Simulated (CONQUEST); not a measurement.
Runs of CONQUEST 1.3 on Li. The structure is hexagonal, space group P6_3/mmc (No. 194). Conventional cell: a = 3.111 Å, b = 3.111 Å, c = 5.093 Å, α = 90.00°, β = 90.00°, γ = 120.00°. Li (site symmetry -6m2) is surrounded by 12 Li at 3.11 to 3.12 Å. This isn't the form of Li at room conditions, which is bcc.

```csv
task,level,potentials or basis,cell,k mesh,smearing,optimiser,max steps of the ions,other keys,mesh quality,gap on the mesh (eV),V0 of scaled cells (Å³/atom),B0 (GPa)
equation of state,PBE,"PseudoDojo NC PBE, DZP, grid of 32 × 48 × 60 points",as given,9 × 5 × 5,fermi-dirac 0.05 eV,-,-,-,not flagged,-,20.53,14
equation of state,BP86,"PseudoDojo NC PBE, DZP, grid of 32 × 48 × 48 points",as given,9 × 5 × 5,fermi-dirac 0.1 eV,-,-,Diag.GammaCentred = F; SC.KerkerPreCondition = T,not flagged,-,(a),13
relaxation of the atoms,OLYP,"PseudoDojo NC PBE, DZP, multi-site functions of range 8 bohr, grid cutoff 120 Ha",atoms relaxed,5 × 3 × 3,fermi-dirac 0.1 eV,sqnm,30,-,coarse,none,-,-
density of states,PW91,"PseudoDojo NC PBE, DZP, grid cutoff 100 Ha",as given,6 × 4 × 3,methfessel-paxton of order 1 0.05 eV,-,-,-,coarse,none,-,-
```

Alike in all rows: no spin polarisation.

Problem. Estimate the missing entries.

Solution. (a) 20.96.

Caveats: some runs use coarse meshes; the basis of atomic orbitals isn't converged, which shifts pressures, moduli and gaps; the potentials were made for another functional, which shifts forces and pressure (some runs); the DZP basis gives volumes some 2 % larger than converged bases do, and moduli off by several per cent (some runs); the cell was scaled at fixed shape and fractional positions, which overstates the stiffness of a crystal with free parameters, most of all of layers and chains (some runs); the relaxation stopped at its first step, so nothing moved (some runs); multi-site functions contract the basis, which raises the energy a little and makes forces and stress less exact (some runs); the energies along the path lack the entropy term of the smearing (some runs).

A gap of «none» marks a metal or a gap under the smearing width.
